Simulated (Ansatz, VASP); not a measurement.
**One calculation of BN, two programs**

The input INCAR:

```
SYSTEM = BN
PREC = Accurate
ENCUT = 520
EDIFF = 1E-6
ISMEAR = 0
SIGMA = 0.01
LREAL = .FALSE.
LASPH = .TRUE.
NELM = 80
ALGO = Normal
ISIF = 2
LWAVE = .FALSE.
LCHARG = .FALSE.
GGA = PE
NBANDS = 11
```

File KPOINTS:

```
Automatic mesh
0
G
  10 10 10
  0 0 0
```

POSCAR

```
BN
1.0
    0.0000000000      1.8048254497      1.8048254497
    1.8048254497      0.0000000000      1.8048254497
    1.8048254497      1.8048254497      0.0000000000
B N
1 1
Direct
    0.0000000000      0.0000000000      0.0000000000
    0.2500000000      0.2500000000      0.2500000000
```

Input for Ansatz:

```yaml
crystal:
  lattice:
    - [0.0, 1.8048254497, 1.8048254497]
    - [1.8048254497, 0.0, 1.8048254497]
    - [1.8048254497, 1.8048254497, 0.0]
  atoms:
    - { symbol: B, position: [0.0, 0.0, 0.0] }
    - { symbol: "N", position: [0.25, 0.25, 0.25] }
kpoints:
  mp_grid: { grid: [10, 10, 10] }
hamiltonian:
  xc: pbe
scf:
  occupations: { method: fixed }
output:
  optics:
    e_range: [0, 19]
    de: 0.05
    sigma: 0.1
    bands: { spectra_wanted_up_to: 19 }
```

Alike in both runs: task single point; functional PBE; k mesh 10 × 10 × 10; no spin polarisation.

|  | VASP | Ansatz |
| --- | --- | --- |
| version | VASP 6.6.1 | Ansatz 0.2.0 |
| potentials or method | VASP PAW PBE potentials, release 64 (B, N) | plane waves, PAW |
| plane-wave cutoff (eV) | 520 | 420 |
| occupations | gaussian, width 0.01 eV | fixed |
| valence electrons in the cell | 8 | 8 |

```csv
,VASP,Ansatz,Ansatz less VASP
gap on the k mesh at the Fermi level (eV),4.46,4.48,+0.013
```

A k mesh can miss the band edges. Expect the measured gap to be larger: semilocal functionals such as PBE lack the derivative discontinuity.
